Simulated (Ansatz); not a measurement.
## What a change of settings does to a run on Tl

The cell is COD entry 9008555, as deposited and not checked against the literature; nothing was relaxed. The listed cell was then made from it by scaling, straining or moving an atom.

First run: DFT, LDA, all-electron LAPW, scalar-relativistic (Ansatz 0.2.0).

Command: `ansatz run input.yaml --threads 1 --pin off --max-ram 2048MiB --backend cpu --events-out ev --progress --plain --runs-dir out` The run took about 11 s on 1 thread of a shared machine.

```yaml
crystal:
  lattice:
    - [-1.9147670545, 1.9147670545, 1.9147670545]
    - [1.9147670545, -1.9147670545, 1.9147670545]
    - [1.9147670545, 1.9147670545, -1.9147670545]
  atoms:
    - { symbol: Tl, position: [0.0, 0.0, 0.0] }
kpoints:
  mp_grid: { grid: [13, 13, 13] }
scf:
  occupations: { method: fermi_dirac, width: 0.05 }
hamiltonian:
  xc: lda
  pseudopotentials: { kind: all_electron, lapw: { basis_error: 0.00025 } }
output:
  forces: true
  stress: true
  eigenvalues: true
```

Result: converged; pressure -1.16 GPa; 7 SCF iterations.

No spin–orbit coupling, which matters for the heavy atoms here.

The input is then changed:

```diff
@@ -10,6 +10,7 @@
 scf:
   occupations: { method: fermi_dirac, width: 0.05 }
+  mixing: { algorithm: msr1, beta: 0.3 }
 hamiltonian:
-  xc: lda
+  xc: revpbe
   pseudopotentials: { kind: all_electron, lapw: { basis_error: 0.00025 } }
 output:
```

Question: What does the second run give?

Answer: It converged; pressure 5.43 GPa; 8 SCF iterations.
